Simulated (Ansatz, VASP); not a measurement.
**C in VASP and in Ansatz**

Contents of POSCAR:

```
C
1.0
    0.0000000000      1.7801241423      1.7801241423
    1.7801241423      0.0000000000      1.7801241423
    1.7801241423      1.7801241423      0.0000000000
C
2
Direct
    0.0000000000      0.0000000000      0.0000000000
    0.2500000000      0.2500000000      0.2500000000
```

The input INCAR.step1:

```
PREC = Accurate
ENCUT = 520
ISMEAR = 0
SIGMA = 0.01
LREAL = F
LASPH = T
NELM = 80
NBANDS = 11
GGA = PE
ALGO = Normal
EDIFF = 1E-4
LWAVE = T
LCHARG = F
```

INCAR.step2

```
PREC = Accurate
ENCUT = 520
EDIFF = 1E-7
ISMEAR = 0
SIGMA = 0.01
LREAL = F
LASPH = T
NELM = 80
ALGO = Normal
ISIF = 2
LWAVE = F
LCHARG = F
METAGGA = R2SCAN
LMIXTAU = T
NBANDS = 11
ISTART = 1
```

File KPOINTS:

```
regular mesh
0
Gamma
  12 12 12
```

Input for Ansatz:

```yaml
crystal:
  lattice:
    - [0.0, 1.7801241423, 1.7801241423]
    - [1.7801241423, 0.0, 1.7801241423]
    - [1.7801241423, 1.7801241423, 0.0]
  atoms:
    - { symbol: C, position: [0.0, 0.0, 0.0] }
    - { symbol: C, position: [0.25, 0.25, 0.25] }
kpoints:
  mp_grid: { grid: [12, 12, 12] }
  band_path:
    path:
      - [0.0, 0.0, 0.0]
      - [0.5, 0.0, 0.5]
      - [0.625, 0.25, 0.625]
      - [0.375, 0.375, 0.75]
      - [0.5, 0.5, 0.5]
      - [0.5, 0.25, 0.75]
      - [0.35, 0.0, 0.35]
    npoints: 1
hamiltonian:
  xc: r2scan
scf:
  occupations: { method: fixed }
  n_extra_bands: 4
output:
  forces: true
  stress: true
  eigenvalues: true
```

The cell was built by a generator and needn't be a form met in nature.

Alike in both runs: task single point; functional r2SCAN; k mesh 12 × 12 × 12; no spin polarisation.

|  | VASP | Ansatz |
| --- | --- | --- |
| version | VASP 6.6.1 | Ansatz 0.2.0 |
| potentials or method | VASP PAW PBE potentials, release 64 (C) | plane waves, PAW |
| plane-wave cutoff (eV) | 520 | 500 |
| occupations | gaussian, width 0.01 eV | fixed |
| valence electrons in the cell | 8 | 8 |

VASP gave:

| Property | Result |
| --- | --- |
| gap on the k mesh at the Fermi level (eV) | 4.36 |
| pressure (GPa) | 1.1 |

Q: Estimate Ansatz's values.

A: gap on the k mesh at the Fermi level (eV): 4.39; pressure (GPa): 0.0.

Caveats: the PAW data sets were made with another functional, which shifts forces and pressure a little (VASP).
